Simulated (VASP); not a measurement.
# AlH5 (P6/mmm) in VASP: notebook

Runs on AlH5. Level: PBE. Tasks: single point, relaxation of cell and atoms.

All numbers are computed with VASP 6.6.1; they aren't measurements. Logs are shortened: lines on timing, memory, paths and dates and some standing lists are left out, and cuts for length are marked.

**1. The cell of the first run**

Symmetry: P6/mmm, No. 191, hexagonal system. The conventional cell has a = 3.508 Å, b = 3.508 Å, c = 2.732 Å, α = 90.00°, β = 90.00°, γ = 120.00°. Al (site symmetry 6/mmm) has 18 H at 2.03 to 2.22 Å as nearest neighbours. H (site symmetry mmm) is surrounded by 8 H at 1.70 to 1.75 Å. Around H (site symmetry -6m2) lie 6 H at 1.70 Å.

The cell was built by a generator and needn't be a form met in nature.

**2. Single point, PBE (species swapped into the PrPt5 type (P6/mmm, No. 191))**

INCAR reads:

```
SYSTEM = AlH5
  PREC = Accurate
  ENCUT = 520
  EDIFF = 1E-7
  ISMEAR = 0
  SIGMA = 0.1
  LREAL = .FALSE.
  LASPH = .TRUE.
  NELM = 100
  ALGO = Normal
  ISIF = 2
  LWAVE = .FALSE.
  LCHARG = .FALSE.
  GGA = PE
  NBANDS = 13
```

KPOINTS reads:

```
Automatic mesh
0
G
  12 12 14
  0 0 0
```

POSCAR reads:

```
AlH5
1.0
    3.5078865016      0.0000000000      0.0000000000
   -1.7539432508      3.0379188240      0.0000000000
    0.0000000000      0.0000000000      2.7318967970
Al H
1 5
Direct
    0.0000000000      0.0000000000      0.0000000000
    0.5000000000      0.0000000000      0.5000000000
    0.5000000000      0.5000000000      0.5000000000
    0.0000000000      0.5000000000      0.5000000000
    0.3333333333      0.6666666667      0.0000000000
    0.6666666667      0.3333333333      0.0000000000
```

Potentials or basis: VASP PAW PBE potentials, release 64 (Al, H).

Launch:

```console
cat potpaw_PBE.64/Al/POTCAR potpaw_PBE.64/H/POTCAR > POTCAR
mpirun -np 1 vasp_std > vasp.out
```

OUTCAR:

```text
SYSTEM = AlH5
   PREC = Accurate
   ENCUT = 520
   EDIFF = 1E-7
   ISMEAR = 0
   LREAL = .FALSE.
   LASPH = .TRUE.
   NELM = 100
   ISIF = 2
   GGA = PE

 ion  position               nearest neighbor table
   1  0.000  0.000  0.000-   5 2.03   6 2.03   6 2.03   5 2.03   6 2.03   5 2.03
   2  0.500  0.000  0.500-
   3  0.500  0.500  0.500-
   4  0.000  0.500  0.500-
   5  0.333  0.667  0.000-   1 2.03   1 2.03   1 2.03
   6  0.667  0.333  0.000-   1 2.03   1 2.03   1 2.03

  LATTYP: Found a hexagonal cell.
 ALAT       =     3.5078865016
 C/A-ratio  =     0.7787871118

  Lattice vectors:

 A1 = (   3.5078865016,   0.0000000000,   0.0000000000)
 A2 = (  -1.7539432508,   3.0379188240,   0.0000000000)
 A3 = (   0.0000000000,   0.0000000000,   2.7318967970)

Analysis of symmetry for initial positions (statically):
=====================================================================
 Subroutine PRICEL returns:
 Original cell was already a primitive cell.

 Routine SETGRP: Setting up the symmetry group for a
 hexagonal supercell.

 Subroutine GETGRP returns: Found 24 space group operations
 (whereof 24 operations were pure point group operations)
 out of a pool of 24 trial point group operations.

The static configuration has the point symmetry D_6h.

Analysis of symmetry for dynamics (positions and initial velocities):
=====================================================================
 Subroutine PRICEL returns:
 Original cell was already a primitive cell.

 Routine SETGRP: Setting up the symmetry group for a
 hexagonal supercell.

 Subroutine GETGRP returns: Found 24 space group operations
 (whereof 24 operations were pure point group operations)
 out of a pool of 24 trial point group operations.

The dynamic configuration has the point symmetry D_6h.

 Subroutine INISYM returns: Found 24 space group operations
 (whereof 24 operations are pure point group operations),
 and found     1 'primitive' translations

----------------------------------------------------------------------------------------

                                     Primitive cell

  volume of cell :      29.1129

  direct lattice vectors                    reciprocal lattice vectors
     3.507886502  0.000000000  0.000000000     0.285071937  0.164586360  0.000000000
    -1.753943251  3.037918824  0.000000000     0.000000000  0.329172719  0.000000000
     0.000000000  0.000000000  2.731896797     0.000000000  0.000000000  0.366046038

  length of vectors
     3.507886502  3.507886502  2.731896797     0.329172719  0.329172719  0.366046038

  position of ions in fractional coordinates (direct lattice)
     0.000000000  0.000000000  0.000000000
     0.500000000  0.000000000  0.500000000
     0.500000000  0.500000000  0.500000000
     0.000000000  0.500000000  0.500000000
     0.333333333  0.666666667  0.000000000
     0.666666667  0.333333333  0.000000000

  ion indices of the primitive-cell ions
   primitive index   ion index
                 1           1
                 2           2
                 3           3
                 4           4
                 5           5
                 6           6

----------------------------------------------------------------------------------------

 KPOINTS: Automatic mesh

Automatic generation of k-mesh.
 Grid dimensions read from file:
 generate k-points for:   12   12   14

 Generating k-lattice:

  Cartesian coordinates                     Fractional coordinates (reciprocal lattice)
     0.023755995  0.013715530  0.000000000     0.083333333  0.000000000  0.000000000
     0.000000000  0.027431060  0.000000000     0.000000000  0.083333333  0.000000000
     0.000000000  0.000000000  0.026146146     0.000000000  0.000000000  0.071428571

  Length of vectors
     0.027431060  0.027431060  0.026146146

  Shift w.r.t. Gamma in fractional coordinates (k-lattice)
     0.000000000  0.000000000  0.000000000

 Subroutine IBZKPT returns following result:
 ===========================================

 Found    152 irreducible k-points:

 Following reciprocal coordinates:
            Coordinates               Weight
  0.000000  0.000000  0.000000      1.000000
  0.083333 -0.000000  0.000000      6.000000
  0.166667 -0.000000  0.000000      6.000000
  0.250000 -0.000000  0.000000      6.000000
  0.333333 -0.000000  0.000000      6.000000
  0.416667 -0.000000  0.000000      6.000000
[... 16 lines left out ...]
  0.250000 -0.000000  0.071429     12.000000
  0.333333 -0.000000  0.071429     12.000000
 [... further k-points ...]
   k-points           NKPTS =    152   k-points in BZ     NKDIM =    152   number of bands    NBANDS=     13
   number of dos      NEDOS =    301   number of ions     NIONS =      6
   total plane-waves  NPLWV =  15680
   dimension x,y,z NGX =    28 NGY =   28 NGZ =   20
   dimension x,y,z NGXF=    56 NGYF=   56 NGZF=   40
   ions per type =               1   5
   NGX,Y,Z   is equivalent  to a cutoff of  13.27, 13.27, 12.17 a.u.
   NGXF,Y,Z  is equivalent  to a cutoff of  26.54, 26.54, 24.34 a.u.
 SYSTEM =  AlH5
   PREC   = accura    normal or accurate (medium, high low for compatibility)
   ISTART =      0    job   : 0-new  1-cont  2-samecut
   ICHARG =      2    charge: 1-file 2-atom 10-const
   ISPIN  =      1    spin polarized calculation?
   LNONCOLLINEAR =      F non collinear calculations
   LSORBIT =      F    spin-orbit coupling
   LASPH  =      T    aspherical Exc in radial PAW
   ENCUT  =  520.0 eV  38.22 Ry    6.18 a.u.   6.52  6.52  5.08*2*pi/ulx,y,z
   NELM   =    100;   NELMIN=  2; NELMDL= -5     # of ELM steps
   EDIFF  = 0.1E-06   stopping-criterion for ELM
   LREAL  =      F    real-space projection
   EDIFFG = 0.1E-05   stopping-criterion for IOM
   NSW    =      0    number of steps for IOM
   IBRION =     -1    ionic relax: 0-MD 1-quasi-New 2-CG
   NFREE  =      0    steps in history (QN), initial steepest desc. (CG)
   ISIF   =      2    stress and relaxation
   ISYM   =      2    0-nonsym 1-usesym 2-fastsym
   POTIM  = 0.5000    time-step for ionic-motion
   TEBEG  =    0.0;   TEEND  =   0.0 temperature during run
   PSTRESS=    0.0 pullay stress
   NELECT =       8.0000    total number of electrons
   NUPDOWN=      -1.0000    fix difference up-down
   EMIN   =  10.00;   EMAX   =-10.00  energy-range for DOS
   EFERMI =   0.00;   METHOD = LEGACY
   ISMEAR =     0;   SIGMA  =   0.10  broadening in eV -4-tet -1-fermi 0-gaus
   EFERMI_NEDOS =   21; number of points for ismear=-14 and -15
   IALGO  =     38    algorithm
   IMIX   =      4    mixing-type and parameters
     AMIX     =   0.40;   BMIX     =  1.00
     AMIX_MAG =   1.60;   BMIX_MAG =  1.00
  volume/ion in A,a.u.               =       4.85        32.74
  Fermi-wavevector in a.u.,A,eV,Ry     =   1.064330  2.011291 15.412647  1.132798
  Thomas-Fermi vector in A             =   2.199844
   LORBIT       =      0    0 simple, 1 ext, 2 COOP (PROOUT), +10 PAW based schemes
   GGA     = PE    functional components
   LHFCALC =     F    Hartree Fock is set to
   AEXX    =    0.0000 exact exchange contribution
   IVDW    =     0    specifies the selected vdW correction
   LEPSILON=     F    determine dielectric tensor
   LRPA    =     F    only Hartree local field effects (RPA)
 non-spin polarized calculation
 Gauss-broadening in eV      SIGMA  =   0.10
  energy-cutoff  :      520.00
  volume of cell :       29.11
 maximum number of plane-waves:       808
 NGX is ok and might be reduce to    28
   NGX = 13   NGY = 13   NGZ = 11

 number of electron       7.9999998 magnetization

 Free energy of the ion-electron system (eV)
  ---------------------------------------------------
  ext. energy  EPLUGINS =         0.00000000
  ---------------------------------------------------
  free energy    TOTEN  =       -15.31524691 eV

  energy without entropy =      -15.31097518  energy(sigma->0) =      -15.31311104

 E-fermi :   6.0193     XC(G=0): -10.8830

 val. band max:        5.9983089472   @ k =   0.5000  -0.0000   0.4286
 cond. band min:       6.0200977122   @ k =   0.2500   0.0833   0.0000
 fundamental gap:      0.0217887650
 Fermi energy:         6.0192848641

 k-point     1 :       0.0000    0.0000    0.0000
  band No.  band energies     occupation
      1      -8.4550      2.00000
      2       5.2636      2.00000
      3       5.5424      2.00000
      4       5.5424      2.00000
      5       7.4351      0.00000
      6       9.0757      0.00000
      7       9.0757      0.00000
      8      10.0420      0.00000
      9      13.2774      0.00000
     10      22.4891      0.00000
     11      22.4891      0.00000
     12      25.0843      0.00000
     13      25.5046      0.00000

 k-point     2 :       0.0833   -0.0000    0.0000
  band No.  band energies     occupation
      1      -8.3484      2.00000
      2       3.6706      2.00000
      3       5.2563      2.00000
      4       6.4884      0.00000
      5       7.3056      0.00000
      6       8.9562      0.00000
      7       9.5498      0.00000
      8      11.2909      0.00000
      9      13.3780      0.00000
     10      21.8392      0.00000
     11      22.3460      0.00000
     12      24.6137      0.00000
     13      24.9019      0.00000

 k-point     3 :       0.1667   -0.0000    0.0000
  band No.  band energies     occupation
      1      -8.0300      2.00000
      2       1.8593      2.00000
      3       4.6796      2.00000
      4       5.6766      2.00000
      5       8.3415      0.00000
      6       9.4466      0.00000
      7      10.6851      0.00000
      8      13.3495      0.00000
      9      13.6800      0.00000
     10      20.8629      0.00000
     11      21.9822      0.00000
     12      22.9964      0.00000
     13      23.7456      0.00000

 k-point     4 :       0.2500   -0.0000    0.0000
  band No.  band energies     occupation
      1      -7.5044      2.00000
      2       0.0845      2.00000
      3       4.1158      2.00000
      4       4.8663      2.00000
      5       9.0331      0.00000
      6      10.5337      0.00000
      7      12.1532      0.00000
      8      14.1830      0.00000
      9      15.2810      0.00000
     10      20.5164      0.00000
     11      21.2945      0.00000
     12      21.5008      0.00000
     13      22.5169      0.00000

 k-point     5 :       0.3333   -0.0000    0.0000
  band No.  band energies     occupation
      1      -6.7837      2.00000
      2      -1.5653      2.00000
      3       3.6783      2.00000
      4       4.2796      2.00000
      5       9.6073      0.00000
      6      11.5494      0.00000
      7      13.7741      0.00000
      8      14.8850      0.00000
      9      16.3707      0.00000
     10      19.6794      0.00000
     11      20.9310      0.00000
     12      21.0893      0.00000
     13      21.9004      0.00000
[... 257 lines left out ...]
 k-point    22 :       0.1667   -0.0000    0.0714
  band No.  band energies     occupation
      1      -7.9306      2.00000
      2       1.9495      2.00000
      3       4.7650      2.00000
      4       5.6871      2.00000
      5       7.7047      0.00000
      6       9.1802      0.00000
      7      10.7664      0.00000
      8      13.3606      0.00000
      9      14.7592      0.00000
     10      19.7669      0.00000
     11      21.0011      0.00000
     12      22.2208      0.00000
     13      24.5855      0.00000

 k-point    23 :       0.2500   -0.0000    0.0714
  band No.  band energies     occupation
      1      -7.4052      2.00000
      2       0.1778      2.00000
      3       4.2020      2.00000
      4       4.9252      2.00000
      5       8.1640      0.00000
      6      10.3897      0.00000
      7      12.2209      0.00000
      8      15.0965      0.00000
      9      15.2183      0.00000
     10      19.2757      0.00000
     11      20.4910      0.00000
     12      21.4401      0.00000
     13      23.3893      0.00000

 k-point    24 :       0.3333   -0.0000    0.0714
  band No.  band energies     occupation
      1      -6.6851      2.00000
      2      -1.4700      2.00000
      3       3.7650      2.00000
      4       4.3547      2.00000
      5       8.7189      0.00000
      6      11.2763      0.00000
      7      13.8088      0.00000
      8      15.4366      0.00000
      9      16.1649      0.00000
     10      19.6616      0.00000
     11      20.1045      0.00000
     12      21.3198      0.00000
     13      22.2679      0.00000

 [... further k-points ...]

------------------------ aborting loop because EDIFF is reached ----------------------------------------

  FORCE on cell =-STRESS in cart. coord.  units (eV):
  Direction    XX          YY          ZZ          XY          YZ          ZX
  --------------------------------------------------------------------------------------
  -------------------------------------------------------------------------------------
  Total       -0.0528278     -0.0528278     -0.0465139      0.0000000     -0.0000000     -0.0000000
  in kB       -2.9072838     -2.9072838     -2.5598062      0.0000000     -0.0000000     -0.0000000
  external PRESSURE =      -2.7914580 kB  Pullay stress =       0.0000000 kB

 VOLUME and BASIS-vectors are now :
 -----------------------------------------------------------------------------
  energy-cutoff  :      520.00
  volume of cell :       29.11
      direct lattice vectors                 reciprocal lattice vectors
     3.507886502  0.000000000  0.000000000     0.285071937  0.164586360  0.000000000
    -1.753943251  3.037918824  0.000000000     0.000000000  0.329172719  0.000000000
     0.000000000  0.000000000  2.731896797     0.000000000  0.000000000  0.366046038

 POSITION                                       TOTAL-FORCE (eV/Angst)
 -----------------------------------------------------------------------------------
      0.00000      0.00000      0.00000         0.000000      0.000000      0.000000
      1.75394      0.00000      1.36595         0.000000      0.000000      0.000000
      0.87697      1.51896      1.36595         0.000000      0.000000      0.000000
     -0.87697      1.51896      1.36595         0.000000      0.000000      0.000000
     -0.00000      2.02528      0.00000        -0.000000      0.000000      0.000000
      1.75394      1.01264      0.00000         0.000000     -0.000000      0.000000
 -----------------------------------------------------------------------------------
    total drift:                                0.000000     -0.000000      0.000000

  FREE ENERGIE OF THE ION-ELECTRON SYSTEM (eV)
  ---------------------------------------------------
  free  energy   TOTEN  =       -15.3152469085 eV

  energy  without entropy=      -15.3109751781  energy(sigma->0) =      -15.31311104
```

It took 45 s on 1 thread of AMD EPYC 7R13 (Zen 3), shared host; peak memory 0.13 GiB.

Results:

* Free energy: -15.3152 eV
* Pressure: -0.3 GPa
* Band gap on the k mesh: none (metal or under the smearing width)

Levels at points of the mesh, in eV from the Fermi level:
```tsv
k point	band 1	band 2	band 3	band 4	band 5	band 6	band 7	band 8	band 9
(0.00, 0.00, 0.00)	-14.47	-0.76	-0.48	-0.48	1.42	3.06	3.06	4.02	7.26
(0.50, 0.00, 0.00)	-11.31	-9.84	-2.70	-2.21	4.35	6.07	10.08	10.65	11.12
(0.00, 0.00, 0.50)	-9.87	-9.40	1.10	2.06	2.06	6.23	7.17	7.17	7.84
(0.50, 0.00, 0.50)	-6.63	-6.56	-5.52	-4.74	0.30	2.52	2.86	3.92	14.39
```

**3. Relaxation of cell and atoms, PBE (species swapped into the PrPt5 type (P6/mmm, No. 191))**

INCAR reads:

```
SYSTEM = AlH5
ALGO = Fast
EDIFF = 1E-7
EDIFFG = -0.01
ENCUT = 600
GGA = PE
IBRION = 2
ISIF = 3
ISMEAR = 0
LASPH = .TRUE.
LCHARG = .FALSE.
LREAL = .FALSE.
LWAVE = .FALSE.
NELM = 80
NSW = 100
PREC = Accurate
SIGMA = 0.1
```

KPOINTS reads:

```
k-points
0
G
  12 12 14
  0 0 0
```

Edit POSCAR of step 2 so:

```diff
@@ -2,5 +2,5 @@
 1.0
-    3.5078865016      0.0000000000      0.0000000000
-   -1.7539432508      3.0379188240      0.0000000000
-    0.0000000000      0.0000000000      2.7318967970
+    3.5079835919      0.0000000000      0.0000000000
+   -1.7539917959      3.0380029066      0.0000000000
+    0.0000000000      0.0000000000      2.7207387430
 Al H
```

Potentials or basis: VASP PAW PBE potentials, release 64 (Al, H).

Launch:

```console
cat potpaw_PBE.64/Al/POTCAR potpaw_PBE.64/H/POTCAR > POTCAR
mpirun -np 1 vasp_std > vasp.out
```

It took 49 s on 1 thread of AMD EPYC 7R13 (Zen 3), shared host; peak memory 0.14 GiB.

It converged, with:

| Quantity | Value |
| --- | --- |
| Free energy | -15.3166 eV |
| Relaxed volume | 4.86 Å³/atom |
| Relaxed cell | a = 3.511 Å, b = 3.511 Å, c = 2.729 Å, α = 90.00°, β = 90.00°, γ = 120.00° |
| Space group after relaxing (to 0.05 Å) | P6/mmm (No. 191) |
| Energy gained by relaxing | 0.0 meV/atom |
| Ionic steps | 3 |
| Pressure after relaxing | -0.2 GPa |
| Band gap on the k mesh | none (metal or under the smearing width) |

Stress tensor (GPa, compression positive):
```
-0.24  0.00  0.00
 0.00 -0.24  0.00
 0.00  0.00 -0.03
```

The path:
```csv
step,energy change (eV),largest force (eV/Å),pressure (GPa),volume (Å³)
1,0.0000,0.0000,0.34,29.00
2,-0.0001,0.0000,0.18,29.04
3,-0.0002,0.0000,-0.17,29.13
```

Final structure:
```xyz
6
Lattice="3.5109 0.0000 0.0000 -1.7554 3.0405 0.0000 0.0000 0.0000 2.7292" Properties=species:S:1:pos:R:3 pbc="T T T"
Al    0.0000    0.0000    0.0000
H     1.7554    0.0000    1.3646
H     0.8777    1.5202    1.3646
H    -0.8777    1.5202    1.3646
H     0.0000    2.0270    0.0000
H     1.7554    1.0135    0.0000
```

Levels at points of the mesh, in eV from the Fermi level:
```tsv
k point	band 1	band 2	band 3	band 4	band 5	band 6	band 7	band 8
(0.00, 0.00, 0.00)	-14.46	-0.76	-0.49	-0.49	1.44	3.04	3.04	4.03
(0.50, 0.00, 0.00)	-11.30	-9.84	-2.71	-2.22	4.39	6.09	10.06	10.69
(0.00, 0.00, 0.50)	-9.85	-9.37	1.10	2.05	2.05	6.21	7.17	7.17
(0.50, 0.00, 0.50)	-6.62	-6.54	-5.51	-4.73	0.30	2.52	2.86	3.93
```

[end of part 1 of 2]
